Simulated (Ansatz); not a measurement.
The parent structure is BaTe in the rock salt structure (space group Fm-3m, No. 225).

```
CELL_PARAMETERS angstrom
      0.00000     3.47069     3.47069
      3.47069     0.00000     3.47069
      3.47069     3.47069     0.00000
ATOMIC_POSITIONS crystal
  Ba 0.00000 0.00000 0.00000
  Te 0.50000 0.50000 0.50000
```

Cartesian axes are those of the cell as printed.

Level of theory: PBEsol/PAW in Ansatz (a quantum-chemistry and plane-wave program), no spin-orbit coupling.

The change: uniaxial strain ε_zz = +2.00 %, all other strain components held at zero, atoms relaxed at fixed cell.

Question: Predict the stress tensor and what it implies for the stiffness.

Answer: Stress of the strained cell less that of the base (GPa, compression positive):
```
  -0.18    0.00    0.00
   0.00   -0.18    0.00
   0.00    0.00   -1.37
```

Then −Δσ_ii/ε with ε = 0.0200 gives secant stiffness values (nonlinear terms included at this strain): C33 ≈ 68 GPa.

Whether these cells are dynamically stable was not tested.
